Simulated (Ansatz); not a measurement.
# Tetradymite Sb2Te3

The numbers are results of r²SCAN (Ansatz, a first-principles code, plane waves, PAW), not measurements.

Run with plane-wave cutoff 500 eV, 12×12×12 k mesh, Fermi–Dirac smearing 0.05 eV, scalar-relativistic PAW data made under PBE.

Cell (relaxed at this level):

```xyz
5
Lattice="10.6874 -2.1534 0.0421 10.6874 2.1534 0.0421 10.2390 0.0000 3.7448" Properties=species:S:1:pos:R:3 pbc="T T T"
Sb    12.5115     0.0000     1.5154
Sb    19.1023     0.0000     2.3136
Te     0.0000     0.0000     0.0000
Te     6.8856     0.0000     0.8340
Te    24.7281     0.0000     2.9950
```

For tetradymite Sb2Te3, the band gap comes out as 0.47 eV (on the SCF k mesh).

Measured, for comparison: band gap 0.3 eV (temperature not stated, no zero-point or thermal correction, compiled measured gap; kind and temperature not stated, our sources range from 0.17 to 0.30; as tabulated in Kothakonda et al. (2022), arXiv:2208.02841).

Note: the cell comes from a level without a dispersion term, which matters for the spacing of layers, chains or molecules.

Spin–orbit coupling is not included; with these elements it can move the gap by several tenths of an eV or more.

The computed numbers hold no vibrational or temperature effects.
